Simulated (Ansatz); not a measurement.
Level of theory: DFT PBE, scalar-relativistic, plane waves, PAW in Ansatz 0.2.0. Settings: cutoff 420 eV, Γ-centred meshes spaced at most about 0.3 Å⁻¹, and about 0.25 Å⁻¹ or finer for metals (2π included), Gaussian smearing. No spin polarisation in the final relaxations.

These are static total energies at zero pressure. All come from trial cells, and lower structures may exist.

Problem. Order these relaxed structures of Ag by energy, lowest first, with the energy over the lowest of them.
A.

```
Ag
1.0
     0.00000    2.07380    2.07380
     2.07380    0.00000    2.07380
     2.07380    2.07380    0.00000
Ag
1
Cartesian
  2.0738 2.0738 2.0738
```

B.

```
Ag
1.0
     2.84284    0.00000    0.00000
    -1.42142    2.46197    0.00000
     0.00000    0.00000    2.77581
Ag
1
Cartesian
  0.0000 0.0000 1.3879
```

Solution. A (0 meV/atom), B (190 meV/atom). Forms: A fcc type, Fm-3m; B simple hexagonal type, P6/mmm. Counting all near atoms (those within 1.25 times the shortest distance at each site): A has Ag 12; B has Ag 8.

Cells relaxed within their symmetry can be saddle points. The Fm-3m cell of Ag came from shaking the P6/mmm one. The part of the Crystallography Open Database at hand lists Ag in space groups No. 194, 225; sharing a group (Fm-3m) doesn't make a cell the listed structure. Some candidate types were left out of the draw beforehand, so a known form may be missing.
